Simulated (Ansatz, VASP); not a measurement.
## Cross-check of WS2 (Tungstenite) between VASP and Ansatz

Wanted: the spread between two codes on one cell, functional and k mesh. The cell is taken from a series of VASP runs on this material, whose earlier steps may have relaxed, scaled or displaced it; both programs get it as it stands.

Main program and level: Ansatz 0.2.0; plane waves, with VASP 6.6.1 beside it; zone-centre phonons at PBEsol and zone-centre phonons at r2SCAN.

## 1. The structure

Symmetry: P6_3/mmc, No. 194, hexagonal system. Conventional cell: a = 3.142 Å, b = 3.142 Å, c = 12.658 Å, α = 90.00°, β = 90.00°, γ = 120.00°. Nearest to W lie 6 S at 2.40 Å. Nearest to S lie 3 W at 2.40 Å. Farther neighbours and most contacts between anions are not listed.

As a file:

```xyz
6
Lattice="3.1424 0.0000 0.0000 -1.5712 2.7214 0.0000 0.0000 0.0000 12.6582" Properties=species:S:1:pos:R:3 pbc="T T T"
W     1.5712    0.9071    9.4937
W     0.0000    1.8143    3.1646
S     1.5712    0.9071    4.7324
S     0.0000    1.8143   11.0615
S     1.5712    0.9071    1.5967
S     0.0000    1.8143    7.9258
```

## 2. VASP: zone-centre phonons, PBEsol

Second derivatives magnify differences that forces hide, and they need a tight electronic threshold.

Lines of VASP's logs that name or quote its potential files are left out, and so is its time.

INCAR

```
SYSTEM = WS2
PREC = Accurate
ENCUT = 450
EDIFF = 1E-08
NELM = 100
ISMEAR = 0
SIGMA = 0.03
LREAL = .FALSE.
ALGO = Normal
GGA = PS
NBANDS = 24
LORBIT = 11
LWAVE = .FALSE.
LCHARG = .FALSE.
KPAR = 4
IBRION = 8
LEPSILON = .TRUE.
ISIF = 2
```

POSCAR

```
WS2
1.0
    3.1424328633      0.0000000000      0.0000000000
   -1.5712164317      2.7214266893      0.0000000000
    0.0000000000      0.0000000000     12.6582278882
W S
2 4
Direct
    0.6666666667      0.3333333333      0.7500000000
    0.3333333333      0.6666666667      0.2500000000
    0.6666666667      0.3333333333      0.3738590536
    0.3333333333      0.6666666667      0.8738590536
    0.6666666667      0.3333333333      0.1261409464
    0.3333333333      0.6666666667      0.6261409464
```

KPOINTS

```
Automatic mesh
0
Gamma
8 8 2
0 0 0
```

Potentials, in the order of the species: W and S (PBE family, release 64).

Command:

```
mpirun -np 4 vasp_std
```

Numbers of over 12 decimals in the logs are rounded to 6 here.

The program printed:

```text
[banner, memory and clock lines left out]
running    4 mpi-ranks, on    1 nodes
 distrk:  each k-point on    1 cores,    4 groups
 distr:  one band on    1 cores,    1 groups

 POSCAR found type information on POSCAR W S
 POSCAR found :  2 types and       6 ions
|                                                                             |
|               ----> ADVICE to this user running VASP <----                  |
|                                                                             |
|     You enforced a specific xc type in the INCAR file but a different       |
|     [... a line on the potential file left out ...]
|     I HOPE YOU KNOW WHAT YOU ARE DOING!                                     |
|                                                                             |

 LDA part: xc-table for (Slater+PW92), standard interpolation
 POSCAR, INCAR and KPOINTS ok, starting setup
 FFT: planning ... GRIDC
 FFT: planning ... GRID_SOFT
 FFT: planning ... GRID
 WAVECAR not read
 entering main loop
       N       E                     dE             d eps       ncg     rms          rms(c)
DAV:   1     0.173328575039E+03    0.17333E+03   -0.15064E+04   960   0.118E+03
DAV:   2    -0.399698894960E+02   -0.21330E+03   -0.20531E+03  1320   0.267E+02
DAV:   3    -0.530137318496E+02   -0.13044E+02   -0.12944E+02  1296   0.648E+01
DAV:   4    -0.533154146402E+02   -0.30168E+00   -0.30111E+00  1336   0.111E+01
DAV:   5    -0.533207980099E+02   -0.53834E-02   -0.53799E-02  1264   0.136E+00    0.416E+01
DAV:   6    -0.510866584800E+02    0.22341E+01   -0.93626E+00  1408   0.152E+01    0.187E+01
DAV:   7    -0.507867939302E+02    0.29986E+00   -0.32056E+00  1288   0.100E+01    0.879E+00
DAV:   8    -0.506627249920E+02    0.12407E+00   -0.43290E-01  1296   0.422E+00    0.140E+00
DAV:   9    -0.506575683118E+02    0.51567E-02   -0.68317E-02  1352   0.142E+00    0.530E-01
DAV:  10    -0.506559758270E+02    0.15925E-02   -0.14222E-02  1336   0.685E-01    0.394E-01
DAV:  11    -0.506559650804E+02    0.10747E-04   -0.18240E-03  1360   0.251E-01    0.130E-01
DAV:  12    -0.506559239925E+02    0.41088E-04   -0.42460E-04  1328   0.131E-01    0.619E-02
DAV:  13    -0.506559279802E+02   -0.39877E-05   -0.36365E-05  1304   0.333E-02    0.123E-02
DAV:  14    -0.506559273513E+02    0.62882E-06   -0.48344E-06  1408   0.116E-02    0.538E-03
DAV:  15    -0.506559275801E+02   -0.22874E-06   -0.56073E-07  1288   0.498E-03    0.645E-03
DAV:  16    -0.506559276219E+02   -0.41796E-07   -0.67828E-08  1264   0.137E-03    0.285E-03
DAV:  17    -0.506559276000E+02    0.21904E-07   -0.42543E-08  1144   0.110E-03    0.194E-03
DAV:  18    -0.506559276226E+02   -0.22593E-07   -0.44955E-09   752   0.427E-04    0.829E-04
DAV:  19    -0.506559276246E+02   -0.20273E-08   -0.67657E-10   704   0.166E-04
   1 F= -.50655928E+02 E0= -.50655928E+02  d E =-.383567E-14
 Linear response reoptimize wavefunctions to high precision
DAV:   1    -0.506559276283E+02   -0.37167E-08   -0.75800E-10   744   0.187E-04
DAV:   2    -0.506559276283E+02    0.10004E-10   -0.25491E-10   696   0.123E-04
 Linear response G [H, r] |phi>, progress :
  Direction:   1
       N       E                     dE             d eps       ncg     rms
RMM:   1    -0.193644211997E+03   -0.19364E+03   -0.19851E+02  2501   0.962E+01
RMM:   2    -0.151477422233E+03    0.42167E+02   -0.22117E+01  1566   0.277E+01
RMM:   3    -0.151943368508E+03   -0.46595E+00   -0.13236E+00  1665   0.437E+00
RMM:   4    -0.151979998129E+03   -0.36630E-01   -0.57384E-02  1710   0.907E-01
RMM:   5    -0.151981830015E+03   -0.18319E-02   -0.40665E-03  1744   0.207E-01
RMM:   6    -0.151981978602E+03   -0.14859E-03   -0.37282E-04  1773   0.523E-02
RMM:   7    -0.151981991387E+03   -0.12785E-04   -0.10294E-04  1823   0.167E-02
RMM:   8    -0.151981992395E+03   -0.10077E-05   -0.75634E-05  1863   0.762E-03
RMM:   9    -0.151981992958E+03   -0.56280E-06    0.35011E-04  1904   0.530E-03
RMM:  10    -0.151981993198E+03   -0.24017E-06   -0.12609E-04  1782   0.464E-03
RMM:  11    -0.151981993201E+03   -0.34051E-08   -0.61444E-05  1536   0.449E-03
RMM:  12    -0.151981993525E+03   -0.32426E-06   -0.20712E-05  1365   0.444E-03
RMM:  13    -0.151981993287E+03    0.23852E-06   -0.51999E-05  1357   0.441E-03
 Linear response G [H, r] |phi>, progress :
  Direction:   2
       N       E                     dE             d eps       ncg     rms
RMM:   1    -0.204569643477E+03   -0.20457E+03   -0.39213E+02  2493   0.943E+01
RMM:   2    -0.162042491443E+03    0.42527E+02   -0.19494E+01  1609   0.260E+01
RMM:   3    -0.162519433282E+03   -0.47694E+00   -0.13717E+00  1664   0.409E+00
RMM:   4    -0.162559149423E+03   -0.39716E-01   -0.60508E-02  1708   0.893E-01
RMM:   5    -0.162561044811E+03   -0.18954E-02   -0.51507E-03  1742   0.210E-01
RMM:   6    -0.162561190620E+03   -0.14581E-03   -0.38664E-04  1765   0.526E-02
[...]
RMM:   4    -0.385527593951E+01   -0.99411E-01   -0.12298E-01  3486   0.158E+00    0.407E-01
RMM:   5    -0.388794143864E+01   -0.32665E-01   -0.62886E-03  3543   0.427E-01    0.582E-02
RMM:   6    -0.388460441197E+01    0.33370E-02   -0.31842E-04  3651   0.831E-02    0.288E-02
RMM:   7    -0.388444395685E+01    0.16046E-03   -0.21093E-05  3655   0.265E-02    0.124E-02
RMM:   8    -0.388557036535E+01   -0.11264E-02    0.40840E-05  3644   0.906E-03    0.257E-03
[...]
RMM:   4    -0.108073712299E+00    0.19705E-03   -0.48590E-04  5303   0.955E-02    0.153E-02
RMM:   5    -0.108110013613E+00   -0.36301E-04   -0.70218E-06  5841   0.134E-02    0.420E-03
RMM:   6    -0.108122749005E+00   -0.12735E-04    0.35576E-06  5753   0.319E-03    0.635E-04
RMM:   7    -0.108122404357E+00    0.34465E-06    0.39058E-06  6037   0.731E-04    0.221E-04
RMM:   8    -0.108121421661E+00    0.98270E-06    0.18479E-07  6143   0.285E-04    0.490E-05
RMM:   9    -0.108121292291E+00    0.12937E-06    0.40856E-07  6340   0.103E-04    0.209E-05
RMM:  10    -0.108121306686E+00   -0.14395E-07    0.81438E-09  6154   0.596E-05    0.672E-06
RMM:  11    -0.108121341394E+00   -0.34708E-07    0.77660E-08  6323   0.452E-05    0.218E-06
RMM:  12    -0.108121348987E+00   -0.75926E-08    0.87043E-08  6199   0.399E-05    0.575E-07
 first order change of Fermi-energy  -0.48302E-01
 force on displaced ion       1 direction 1 : -22.361   0.005   0.000
 Born effective charge ion    1 direction 1 :  -0.671   0.000   0.000
 Linear response progress:
  Degree of freedom:   2/  4
       N       E                     dE             d eps       ncg     rms          rms(c)
RMM:   1    -0.167019837312E+00   -0.16702E+00   -0.17688E-01  2064   0.165E+00
RMM:   2    -0.147129777346E+00    0.19890E-01   -0.77405E-03  1547   0.459E-01    0.198E-01
RMM:   3    -0.146405232637E+00    0.72454E-03   -0.73308E-04  1625   0.123E-01    0.115E-01
RMM:   4    -0.146280473188E+00    0.12476E-03   -0.32693E-04  1551   0.922E-02    0.469E-02
RMM:   5    -0.146404966996E+00   -0.12449E-03   -0.14442E-05  1667   0.260E-02    0.166E-02
RMM:   6    -0.146452118507E+00   -0.47152E-04   -0.49857E-06  1642   0.114E-02    0.177E-03
RMM:   7    -0.146453253785E+00   -0.11353E-05    0.55426E-07  1776   0.210E-03    0.127E-03
RMM:   8    -0.146455431786E+00   -0.21780E-05   -0.57106E-08  1744   0.794E-04    0.369E-04
RMM:   9    -0.146456377582E+00   -0.94580E-06    0.50905E-07  1785   0.456E-04    0.115E-04
RMM:  10    -0.146456584149E+00   -0.20657E-06    0.34705E-07  1815   0.160E-04    0.466E-05
RMM:  11    -0.146456572659E+00    0.11491E-07   -0.12500E-07  1855   0.842E-05    0.181E-05
RMM:  12    -0.146456547754E+00    0.24905E-07    0.82171E-09  1872   0.594E-05    0.419E-06
RMM:  13    -0.146456549419E+00   -0.16653E-08    0.44549E-08  1934   0.493E-05    0.261E-06
 first order change of Fermi-energy   0.39912E-04
 force on displaced ion       1 direction 3 :  -0.000   0.000 -33.720
 Born effective charge ion    1 direction 3 :   0.000   0.000  -0.423
 Linear response progress:
  Degree of freedom:   3/  4
       N       E                     dE             d eps       ncg     rms          rms(c)
RMM:   1    -0.931265428745E-01   -0.93127E-01    0.60220E-03  7561   0.168E+00
RMM:   2    -0.918827846898E-01    0.12438E-02   -0.26614E-03  5315   0.295E-01    0.126E-01
RMM:   3    -0.920893117219E-01   -0.20653E-03   -0.23848E-04  5911   0.579E-02    0.752E-02
RMM:   4    -0.924046526500E-01   -0.31534E-03   -0.11549E-04  5707   0.424E-02    0.109E-02
RMM:   5    -0.923055935926E-01    0.99059E-04   -0.12091E-05  5968   0.122E-02    0.518E-03
RMM:   6    -0.922906702299E-01    0.14923E-04   -0.39759E-06  6206   0.320E-03    0.184E-03
RMM:   7    -0.923083422492E-01   -0.17672E-04   -0.86664E-07  5817   0.182E-03    0.521E-04
RMM:   8    -0.923068451129E-01    0.14971E-05    0.45365E-07  6206   0.516E-04    0.971E-05
RMM:   9    -0.923067085733E-01    0.13654E-06   -0.41422E-07  6563   0.190E-04    0.597E-05
RMM:  10    -0.923061998123E-01    0.50876E-06   -0.22000E-08  6150   0.129E-04    0.159E-05
RMM:  11    -0.923063165758E-01   -0.11676E-06   -0.51631E-07  6641   0.942E-05    0.754E-06
RMM:  12    -0.923063735252E-01   -0.56949E-07   -0.31592E-07  6416   0.836E-05    0.271E-06
RMM:  13    -0.923063799340E-01   -0.64088E-08   -0.36346E-07  6384   0.797E-05    0.101E-06
RMM:  14    -0.923063787353E-01    0.11987E-08   -0.35005E-07  4979   0.783E-05    0.366E-07
RMM:  15    -0.923063751098E-01    0.36255E-08   -0.36982E-07  4806   0.781E-05    0.131E-07
RMM:  16    -0.923063746821E-01    0.42774E-09   -0.36070E-07  4486   0.780E-05    0.613E-08
 first order change of Fermi-energy   0.24550E-01
 force on displaced ion       3 direction 1 : -10.834  -0.001   0.000
 Born effective charge ion    3 direction 1 :   0.334   0.001   0.000
 Linear response progress:
  Degree of freedom:   4/  4
       N       E                     dE             d eps       ncg     rms          rms(c)
RMM:   1    -0.155278656516E+00   -0.15528E+00    0.88555E-03  2222   0.178E+00
RMM:   2    -0.149795814137E+00    0.54828E-02   -0.40009E-03  1581   0.358E-01    0.355E-01
RMM:   3    -0.149693841757E+00    0.10197E-03   -0.47189E-04  1654   0.106E-01    0.261E-01
RMM:   4    -0.149830138373E+00   -0.13630E-03   -0.24601E-04  1658   0.574E-02    0.307E-02
RMM:   5    -0.149840675749E+00   -0.10537E-04   -0.36204E-05  1663   0.289E-02    0.118E-02
RMM:   6    -0.149830154670E+00    0.10521E-04   -0.48353E-06  1738   0.987E-03    0.270E-03
RMM:   7    -0.149832082568E+00   -0.19279E-05   -0.42005E-06  1800   0.235E-03    0.186E-03
RMM:   8    -0.149835450235E+00   -0.33677E-05   -0.33109E-06  1816   0.125E-03    0.793E-04
RMM:   9    -0.149838027310E+00   -0.25771E-05   -0.98359E-07  1784   0.674E-04    0.293E-04
RMM:  10    -0.149838364332E+00   -0.33702E-06   -0.75100E-07  1805   0.293E-04    0.226E-04
RMM:  11    -0.149838531298E+00   -0.16697E-06   -0.10601E-06  1883   0.217E-04    0.136E-04
RMM:  12    -0.149838667743E+00   -0.13645E-06   -0.94977E-07  1905   0.174E-04    0.360E-05
RMM:  13    -0.149838778807E+00   -0.11106E-06   -0.89886E-07  1937   0.127E-04    0.106E-05
RMM:  14    -0.149838791500E+00   -0.12693E-07   -0.61078E-07  1988   0.110E-04    0.344E-06
RMM:  15    -0.149838778392E+00    0.13107E-07   -0.72773E-07  1998   0.105E-04    0.134E-06
RMM:  16    -0.149838777895E+00    0.49708E-09   -0.75002E-07  1802   0.102E-04    0.532E-07
RMM:  17    -0.149838778625E+00   -0.72980E-09   -0.69222E-07  1441   0.102E-04    0.453E-07
RMM:  18    -0.149838778218E+00    0.40691E-09   -0.70827E-07  1316   0.102E-04    0.134E-07
RMM:  19    -0.149838778693E+00   -0.47429E-09   -0.68792E-07  1294   0.102E-04    0.877E-08
 first order change of Fermi-energy  -0.81093E-02
 force on displaced ion       3 direction 3 :   0.000  -0.000 -18.908
 Born effective charge ion    3 direction 3 :  -0.000   0.000   0.209
 Born effective charges drift removed
 Linear response finished
```

(Part 1 of 3 ends here.)

[Lines on the potential files, build, host, timing and source positions are cut from VASP's logs without a mark.]

[Logs are printed without paths, hosts, clocks, repeated set-up lines and the standing remarks that a program may print on its own settings, such as how far it seeks lower states.]

[Hosts, paths, dates, database ids (printed as entryN), source tags and the programs' standing remarks are cut or masked in the printed files.]
